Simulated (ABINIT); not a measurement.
# Ge (Fd-3m) in ABINIT: a series of runs

Aim: see how the results for Ge move with the level of theory and the settings. Levels: PW91, revPBE, PBE, LDA. Tasks: band structure, equation of state.

All numbers are computed with ABINIT 10.8.3 (patched build); they aren't measurements. Logs are shortened: lines on timing, memory, paths and dates and some standing lists are left out, and cuts for length are marked. The log counts tension as positive stress, the text compression.

**The experiment to reproduce.**

“Electronic and optical properties of SixGe1-x-ySny alloys lattice-matched to Ge”, 2021, arxiv:2109.02782 reports, for a bulk crystal of Ge: band gap 0.807 eV (direct) at 300 K; band gap 0.666 eV (indirect) at 293 K.

From “Sub-monolayer structures of Ag overlayers on Ge(111): experimental observations and first-principles study”, 2019, arxiv:1908.00180, for a bulk crystal of Ge: bulk modulus 75.8 GPa.

The results are compared with them further down.

### Step 1. Starting point

It takes space group Fd-3m (No. 227, cubic). The conventional cell has a = 5.658 Å, b = 5.658 Å, c = 5.658 Å, α = 90.00°, β = 90.00°, γ = 90.00°. Around Ge (site symmetry -43m) lie 4 Ge at 2.45 Å.

### Step 2. Band structure, PW91

run.abi reads:

```
# Datasets: ground state, then fixed potential
ndtset 2

# Pseudopotentials
pp_dirpath "./"
pseudos "Ge.upf"

# Structure
acell 4.0006828887 4.0006828887 4.0006828887 Angstrom
rprim
     0.0000000000     0.7071067812     0.7071067812
     0.7071067812     0.0000000000     0.7071067812
     0.7071067812     0.7071067812     0.0000000000
ntypat 1
znucl 32
natom 2
typat 1 1
xcart
     8.0187976968     8.0187976968     8.0187976968
     5.3458651312     5.3458651312     5.3458651312

# Plane-wave basis
ecut 39.0

# Exchange and correlation
ixc -109134

# Bands and occupations
occopt 3
tsmear 0.05 eV

# SCF cycle
nstep 100

# Output
iomode 3
prtwf 0
prteig 0
prtebands 0
enunit 2
prtden1 1
prtvha1 1
prtvclmb1 1
prtpot1 1
prtelf1 1

# Dataset 1
kptopt1 1
ngkpt1 8 8 8
nshiftk1 1
shiftk1 0.0 0.0 0.0
nband1 18
tolvrs1 1.0e-10

# Dataset 2: bands along G-X-W-K-G-L-U-W-L-K
iscf2 -2
getden2 1
nband2 22
nbdbuf2 2
tolwfr2 1.0e-12
kptopt2 -9
ndivsm2 5
prteig2 1
prtvol2 -3
kptbounds2
     0.0000000000     0.0000000000     0.0000000000
     0.5000000000     0.0000000000     0.5000000000
     0.5000000000     0.2500000000     0.7500000000
     0.3750000000     0.3750000000     0.7500000000
     0.0000000000     0.0000000000     0.0000000000
     0.5000000000     0.5000000000     0.5000000000
     0.6250000000     0.2500000000     0.6250000000
     0.5000000000     0.2500000000     0.7500000000
     0.5000000000     0.5000000000     0.5000000000
     0.3750000000     0.3750000000     0.7500000000
```

Potentials or basis: PseudoDojo NC SR PBE v0.4.1 standard.

Launch:

```console
$ abinit run.abi > log 2>&1
```

run.abo:

```text
.Version 10.8.3 of ABINIT
 DATASET    1 : space group Fd -3 m (#227); Bravais cF (face-center cubic)
================================================================================
 Values of the parameters that define the memory need for DATASET  1.
     intxc =       0    ionmov =       0      iscf =       7    lmnmax =       6
     lnmax =       6     mgfft =      45  mpssoang =       3    mqgrid =    3001
     natom =       2  nloc_mem =       1    nspden =       1   nspinor =       1
    nsppol =       1      nsym =      48    n1xccc =    2501    ntypat =       1
    occopt =       3   xclevel =       2
       mpw =        3584          nfft =       91125          nkpt =          29
================================================================================
================================================================================

 DATASET    2 : space group Fd -3 m (#227); Bravais cF (face-center cubic)
================================================================================
 Values of the parameters that define the memory need for DATASET  2.
     intxc =       0    ionmov =       0      iscf =      -2    lmnmax =       6
     lnmax =       6     mgfft =      45  mpssoang =       3    mqgrid =    3001
     natom =       2  nloc_mem =       1    nspden =       1   nspinor =       1
    nsppol =       1      nsym =      48    n1xccc =    2501    ntypat =       1
    occopt =       3   xclevel =       2
       mpw =        3590          nfft =       91125          nkpt =          87
================================================================================
================================================================================

--------------------------------------------------------------------------------
------------- Echo of variables that govern the present computation ------------
--------------------------------------------------------------------------------
 -outvars: echo values of preprocessed input variables --------
            acell      7.5601949762E+00  7.5601949762E+00  7.5601949762E+00 Bohr
              amu      7.26100000E+01
             ecut      3.90000000E+01 Hartree
           enunit           2
           getden1          0
           getden2          1
             iscf1          7
             iscf2         -2
              ixc     -109134
           jdtset        1    2
           kptopt1          1
           kptopt2         -9
         kptrlatt        8    0    0      0    8    0      0    0    8
          kptrlen1     6.04815598E+01
          kptrlen2     3.00000000E+01
            natom           2
            nband1         18
[... 1330 lines left out ...]
   0.36246    0.37097    0.45674    0.50481    0.58052    0.64847
 kpt#  85, nband= 22, wtk=  1.00000, kpt=  0.4028  0.4028  0.6944 (reduced coord)
  -0.76849   -0.76788   -0.76475   -0.76210   -0.76198   -0.76144   -0.76035   -0.75893
  -0.75558   -0.75503   -0.21348   -0.14410   -0.01058    0.05922    0.19760    0.33694
   0.36734    0.38337    0.44878    0.50032    0.61364    0.65868
 kpt#  86, nband= 22, wtk=  1.00000, kpt=  0.3889  0.3889  0.7222 (reduced coord)
  -0.76852   -0.76791   -0.76467   -0.76207   -0.76176   -0.76141   -0.76065   -0.75900
  -0.75554   -0.75499   -0.20483   -0.15191   -0.01361    0.05414    0.19293    0.31767
   0.39150    0.40276    0.44314    0.50042    0.64073    0.67078
 kpt#  87, nband= 22, wtk=  1.00000, kpt=  0.3750  0.3750  0.7500 (reduced coord)
  -0.76850   -0.76791   -0.76465   -0.76249   -0.76153   -0.76103   -0.76085   -0.75903
  -0.75553   -0.75500   -0.19797   -0.15893   -0.01221    0.05010    0.18923    0.29670
   0.41110    0.41764    0.44700    0.50774    0.64500    0.68969
 Eigenvalues (   eV  ) for nkpt=  87  k points:
 kpt#   1, nband= 22, wtk=  1.00000, kpt=  0.0000  0.0000  0.0000 (reduced coord)
 -20.86097  -20.86097  -20.86097  -20.82527  -20.82527  -20.61406  -20.61406  -20.61406
 -20.60150  -20.60150   -8.79450    3.94891    3.98882    3.98882    3.98882    6.54825
   6.54825    6.54825   10.41170   13.46768   13.46768   14.81881
 kpt#   2, nband= 22, wtk=  1.00000, kpt=  0.0357  0.0000  0.0357 (reduced coord)
 -20.86213  -20.86148  -20.86148  -20.82453  -20.82279  -20.61951  -20.61331  -20.61331
 -20.60217  -20.59766   -8.77369    3.28074    3.88671    3.88671    4.64992    6.47820
   6.67670    6.67670   10.52893   13.08045   13.48945   14.86175
 kpt#   3, nband= 22, wtk=  1.00000, kpt=  0.0714  0.0000  0.0714 (reduced coord)
 -20.86475  -20.86294  -20.86294  -20.82233  -20.81622  -20.62984  -20.61110  -20.61110
 -20.60418  -20.59216   -8.71133    2.59321    3.62873    3.62873    5.30998    6.29161
   7.01341    7.01341   10.85663   12.38217   13.55478   14.99083
 kpt#   4, nband= 22, wtk=  1.00000, kpt=  0.1071  0.0000  0.1071 (reduced coord)
 -20.86745  -20.86525  -20.86525  -20.81869  -20.80694  -20.64204  -20.60758  -20.60758
 -20.60749  -20.58788   -8.60758    1.90962    3.29551    3.29551    5.92396    6.03716
   7.47690    7.47690   11.34471   11.69179   13.66373   15.20661
 kpt#   5, nband= 22, wtk=  1.00000, kpt=  0.1429  0.0000  0.1429 (reduced coord)
[... 317 lines left out ...]
 -20.56205  -20.54779   -6.03609   -3.75847   -0.07121    1.77301    5.51233    8.96339
   9.86312   10.09473   12.42861   13.73653   15.79678   17.64579
 kpt#  85, nband= 22, wtk=  1.00000, kpt=  0.4028  0.4028  0.6944 (reduced coord)
 -20.91177  -20.89520  -20.80999  -20.73780  -20.73464  -20.71979  -20.69030  -20.65158
 -20.56039  -20.54545   -5.80899   -3.92110   -0.28797    1.61151    5.37698    9.16851
   9.99579   10.43207   12.21181   13.61437   16.69794   17.92357
 kpt#  86, nband= 22, wtk=  1.00000, kpt=  0.3889  0.3889  0.7222 (reduced coord)
 -20.91241  -20.89582  -20.80783  -20.73700  -20.72860  -20.71902  -20.69844  -20.65339
 -20.55935  -20.54443   -5.57372   -4.13365   -0.37024    1.47316    5.24989    8.64423
  10.65339   10.95958   12.05832   13.61715   17.43511   18.25284
 kpt#  87, nband= 22, wtk=  1.00000, kpt=  0.3750  0.3750  0.7500 (reduced coord)
 -20.91187  -20.89593  -20.80707  -20.74828  -20.72240  -20.70881  -20.70365  -20.65420
 -20.55900  -20.54468   -5.38717   -4.32479   -0.33233    1.36322    5.14911    8.07373
  11.18659   11.36463   12.16339   13.81620   17.55125   18.76729

== END DATASET(S) ==============================================================
================================================================================

 -outvars: echo values of variables after computation  --------
            acell      7.5601949762E+00  7.5601949762E+00  7.5601949762E+00 Bohr
           etotal1    -1.7879506180E+02
            fcart1    -1.5110623754E-28  1.0073749170E-28 -5.0368745848E-29
                       1.5110623754E-28 -1.0073749170E-28  5.0368745848E-29
            rprim      0.0000000000E+00  7.0710678120E-01  7.0710678120E-01
                       7.0710678120E-01  0.0000000000E+00  7.0710678120E-01
                       7.0710678120E-01  7.0710678120E-01  0.0000000000E+00
           strten1    -1.1864148801E-04 -1.1864148801E-04 -1.1864148801E-04
                       0.0000000000E+00  0.0000000000E+00  0.0000000000E+00
           xangst      4.2433649976E+00  4.2433649976E+00  4.2433649976E+00
                       2.8289099976E+00  2.8289099976E+00  2.8289099976E+00
             xred      7.4999999957E-01  7.4999999957E-01  7.4999999957E-01
                       4.9999999957E-01  4.9999999957E-01  4.9999999957E-01
 Calculation completed.
```

It took 3.3 min on 1 thread of Arm Neoverse V1, shared host; peak memory 0.18 GiB.

Results:

```yaml
Free_energy: -4865.2615 eV
Pressure: 3.5 GPa
Band_gap_on_the_k_mesh: none (metal or under the smearing width)
Valence_electrons_inside_the_program's_atomic_spheres: Ge 11.57 (radii [1.0584] Å)
```

Levels at the corners of the path, in eV from the Fermi level:
| point | band 12 | band 13 | band 14 | band 15 | band 16 | band 17 |
| --- | --- | --- | --- | --- | --- | --- |
| Γ | -0.07 | -0.03 | -0.03 | -0.03 | 2.53 | 2.53 |
| X | -8.93 | -3.09 | -3.09 | 0.73 | 0.73 | 9.46 |
| W | -8.83 | -3.92 | -3.92 | 4.29 | 4.29 | 4.70 |
| K | -8.34 | -4.35 | -2.65 | 1.13 | 4.06 | 7.17 |
| Γ | -0.07 | -0.03 | -0.03 | -0.03 | 2.53 | 2.53 |
| L | -7.63 | -1.43 | -1.43 | 0.13 | 3.73 | 3.73 |
| U | -8.34 | -4.35 | -2.65 | 1.13 | 4.06 | 7.17 |
| W | -8.83 | -3.92 | -3.92 | 4.29 | 4.29 | 4.70 |
| L | -7.63 | -1.43 | -1.43 | 0.13 | 3.73 | 3.73 |
| K | -8.34 | -4.35 | -2.65 | 1.13 | 4.06 | 7.17 |

Caveat: the potentials were made for another functional, which shifts forces and pressure; this crystal is a semiconductor, whose small gap the functional closes, so the metal is an error of the method.

[end of part 1 of 4]
